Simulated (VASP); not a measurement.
Os:

```xyz
2
Lattice="2.7341 0.0000 0.0000 -1.3671 2.3678 0.0000 0.0000 0.0000 4.3197" Properties=species:S:1:pos:R:3 pbc="T T T"
Os    1.3671    0.7893    3.2398
Os    0.0000    1.5785    1.0799
```

* Program: VASP 6.6.1
* Task: relaxation of cell and atoms
* Functional: PBE
* Potentials or basis: VASP PAW PBE potentials, release 54 (Os)
* Cutoff: 600 eV
* k mesh: 11 × 11 × 6
* Occupations: fermi-dirac, width 0.05 eV
* Spin: no spin polarisation

At the start: pressure 9.0 GPa; volume 13.98 Å³/atom.

Where does the relaxation end?

Over 9 steps the energy falls by 8.1 meV/atom and the volume is 14.28 Å³/atom (+2.1 %); space group P6_3/mmc (No. 194, to 0.05 Å).

Step by step:
| step | energy change (eV) | largest force (eV/Å) | pressure (GPa) | volume (Å³) |
| --- | --- | --- | --- | --- |
| 1 | 0.0000 | 0.0000 | 9.02 | 27.96 |
| 2 | 0.2568 | 0.0000 | -29.37 | 31.27 |
| 3 | -0.0162 | 0.0000 | -0.38 | 28.58 |
| 4 | -0.0163 | 0.0000 | -0.02 | 28.56 |
| 5 | -0.0163 | 0.0000 | 0.17 | 28.55 |
| 6 | -0.0163 | 0.0000 | 0.16 | 28.55 |
| 7 | -0.0163 | 0.0000 | 0.17 | 28.55 |
| 8 | -0.0162 | 0.0000 | -0.50 | 28.60 |
| 9 | -0.0163 | 0.0000 | 0.02 | 28.56 |

Final structure:
```
Os
1.0
     2.75388    0.00000    0.00000
    -1.37694    2.38493    0.00000
     0.00000    0.00000    4.34834
Os
2
Direct
  0.66667 0.33333 0.75000
  0.33333 0.66667 0.25000
```
